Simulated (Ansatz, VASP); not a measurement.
# Pb: VASP beside Ansatz

```
Pb
1.0
     0.00000    3.41368    3.41368
     3.41368    0.00000    3.41368
     3.41368    3.41368    0.00000
Pb
2
Direct
  0.12500 0.12500 0.12500
  0.87500 0.87500 0.87500
```

Alike in both runs: functional LDA; k mesh 8 × 8 × 8; occupations fermi-dirac, width 0.1 eV; no spin polarisation.

Ansatz relaxed the structure, and its values are those at the end. VASP's run is a single point on that final structure, the one shown.

|  | VASP | Ansatz |
| --- | --- | --- |
| version | VASP 6.6.1 | Ansatz 0.2.0 |
| potentials or method | VASP PAW LDA potentials, release 64 (Pb_d) | plane waves (420 eV) with PAW, scalar-relativistic |
| plane-wave cutoff (eV) | 520 | 420 |
| valence electrons in the cell | 28 | 28 |

```csv
,VASP,Ansatz,Ansatz less VASP
pressure (GPa),0.0,0.0,-0.03
```

Ansatz warned: «pseudo_functional_mismatch».

Spin-orbit coupling is left out, which matters for the levels of Pb.
